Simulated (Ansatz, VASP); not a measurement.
**PbSe (Clausthalite) in VASP and in Ansatz**

File INCAR:

```
SYSTEM = PbSe
ALGO     = Normal         ! electronic algorithm
EDIFF    = 1E-6           ! SCF threshold, eV
ENCUT    = 520            ! plane-wave cutoff, eV
GGA      = RP             ! functional
ISIF     = 2              ! what is computed and relaxed
ISMEAR   = -1             ! smearing method
LASPH    = .TRUE.         ! aspherical terms in the spheres
LCHARG   = .TRUE.         ! write CHGCAR
LELF     = .TRUE.         ! ELF
LREAL    = .FALSE.        ! projectors in reciprocal space
LVHAR    = .TRUE.       
LWAVE    = .FALSE.        ! write WAVECAR
NBANDS   = 17             ! bands
NELM     = 60             ! most SCF steps
PREC     = Accurate       ! precision mode
SIGMA    = 0.05           ! smearing width, eV
```

File KPOINTS:

```
k-points
0
G
  8 8 8
  0 0 0
```

POSCAR

```
PbSe
1.0
    0.0000000000      3.0192847941      3.0192847941
    3.0192847941      0.0000000000      3.0192847941
    3.0192847941      3.0192847941      0.0000000000
Pb Se
1 1
Direct
    0.0000000000      0.0000000000      0.0000000000
    0.5000000000      0.5000000000      0.5000000000
```

Contents of input.yaml:

```yaml
crystal:
  lattice:
    - [0.0, 3.0192847941, 3.0192847941]
    - [3.0192847941, 0.0, 3.0192847941]
    - [3.0192847941, 3.0192847941, 0.0]
  atoms:
    - { symbol: Pb, position: [0.0, 0.0, 0.0] }
    - { symbol: Se, position: [0.5, 0.5, 0.5] }
hamiltonian:
  xc: rpbe
  pseudopotentials: { kind: paw }
kpoints:
  mp_grid: { grid: [8, 8, 8] }
scf:
  occupations: { method: fermi_dirac, width: 0.05 }
output:
  forces: true
  stress: true
  eigenvalues: true
  write_density: true
  write_potential: true
  elf: true
  volumetric_format: npy
```

Alike in both runs: task single point; functional RPBE; k mesh 8 × 8 × 8; occupations fermi-dirac, width 0.05 eV; no spin polarisation.

|  | VASP | Ansatz |
| --- | --- | --- |
| version | VASP 6.6.1 | Ansatz 0.2.0 |
| potentials or method | VASP PAW PBE potentials, release 64 (Pb_d, Se) | Ansatz PAW |
| plane-wave cutoff (eV) | 520 | 420 |
| valence electrons in the cell | 20 | 30 |

Ansatz gave:

| Item | Value |
| --- | --- |
| gap on the k mesh at the Fermi level (eV) | 0.22 |
| least direct gap on the mesh (eV) | 0.22 |
| pressure (GPa) | 6.8 |

What did VASP give for the same quantities?

gap on the k mesh at the Fermi level (eV): 0.23; least direct gap on the mesh (eV): 0.23; pressure (GPa): 6.8.

The two sets of potentials don't hold the same shells in valence.

Caveats: spin-orbit coupling is left out, which as a rule narrows the gap of such compounds by several tenths of an eV; the PAW data sets were made with another functional, which shifts forces and pressure a little (VASP); the PAW data sets come from PBE, with cores solved anew for the run's functional, which leaves a small shift of forces and pressure (Ansatz).
